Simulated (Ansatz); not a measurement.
**AlN: opening a crack plane**

AlN, P6_3mc, a = 3.130 Å, c = 5.018 Å. Ansatz: PBE, PAW, 420 eV, Γ-centred 8×8×3 mesh on 8 atoms, Gaussian smearing 0.05 eV; no spin polarisation. One cut on (001) per cell of 8 atoms is opened rigidly by x, between planes of Al and N that stand 1.91 Å apart; y is the energy per area (8.486 Å², 1 eV/Å² = 16.02 J/m²).

```
x (Å) y (J/m²)
 0.00     0.000
 0.25     0.534
 0.50         ?
 0.75     2.661
 1.00     3.678
 1.50     5.307
 2.00     6.343
 3.00     7.097
 4.50     7.254
 6.00     7.298
```

Q: Fit the universal binding curve y = W[1 − (1 + x/l) e^(−x/l)] to the other rows, give the peak stress, and predict the missing value.

A: Least squares gives W = 7.33 J/m² and l = 0.586 Å. The stress dy/dx peaks at x = l with W/(e l) = 46.0 GPa, for rigid faces. At x = 0.50: x/l = 0.853, y = 1.543 J/m². The run gave 1.563 J/m², so the fit is 0.020 J/m² too low, within the rms miss on the fitted rows (0.042 J/m²).

Cost: 12 runs of about 0.72 core-minutes in all, on Intel Xeon Platinum 8581C (Emerald Rapids) (shared hosts).

The opening energy rises most steeply just beyond half an ångström and has nearly levelled off by 3.00 Å, as expected when short-range bonds are pulled apart. This cut severs the single Al–N bond per surface cell that lies along the c axis, whereas the alternative basal cut would break three. The high cost reflects the strength of that polar covalent bond, whose sp³-like overlap fades quickly with separation.

The universal curve captures this bonding part well, but it has all but saturated by 4.50 Å, while the computed energy still creeps upward to 6.00 Å. That slow tail probably comes from electrostatics: the cut leaves unlike Al and N faces, and incompletely compensated polar charge on them sustains a field across the gap. The fitted W is therefore an effective plateau rather than a strict limit for isolated faces. It is also the joint cost of two inequivalent surfaces, so halving it would not give the surface energy of either one.
